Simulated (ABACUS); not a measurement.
A run of ABACUS 3.10.1:

INPUT

```
INPUT_PARAMETERS
suffix              BAs
calculation         scf
basis_type          pw
pseudo_dir          ./
symmetry            1
dft_functional      pz
ecutwfc             40
pseudo_rcut         10
nspin               1
nbands              14
ks_solver           dav
smearing_method     fd
smearing_sigma      0.00367493
scf_thr             1e-08
scf_nmax            100
mixing_type         broyden
mixing_beta         0.7
cal_force           1
cal_stress          1
ecutrho             320
out_chg             1
kpar                4
```

STRU

```
ATOMIC_SPECIES
As 74.9216 as_lda_v1.uspp.F.UPF
B 10.8100 b_lda_v1.4.uspp.F.UPF

LATTICE_CONSTANT
1.8897261246

LATTICE_VECTORS
0.0000000000 2.3885000000 2.3885000000
2.3885000000 0.0000000000 2.3885000000
2.3885000000 2.3885000000 0.0000000000

ATOMIC_POSITIONS
Direct

As
0.0
1
0.7500000000 0.7500000000 0.7500000000 1 1 1

B
0.0
1
0.0000000000 0.0000000000 0.0000000000 1 1 1
```

KPT

```
K_POINTS
0
Gamma
8 8 8 0 0 0
```

Potentials or basis: GBRV ultrasoft 1.5 LDA, plane waves.

The run is started by

```sh
$ OMP_NUM_THREADS=1 mpirun -np 4 abacus > log
```

Hardware: 4 MPI ranks on Intel(R) Xeon(R) Platinum 8488C (Sapphire Rapids), on a shared host.

Q: How long does it take, and how much memory?

A: Wall time 5 s on 4 MPI ranks on Intel(R) Xeon(R) Platinum 8488C (Sapphire Rapids), on a shared host, peak memory 0.48 GiB a rank. Counts: scf iterations 6, k points 29, bands 14, ranks 4.
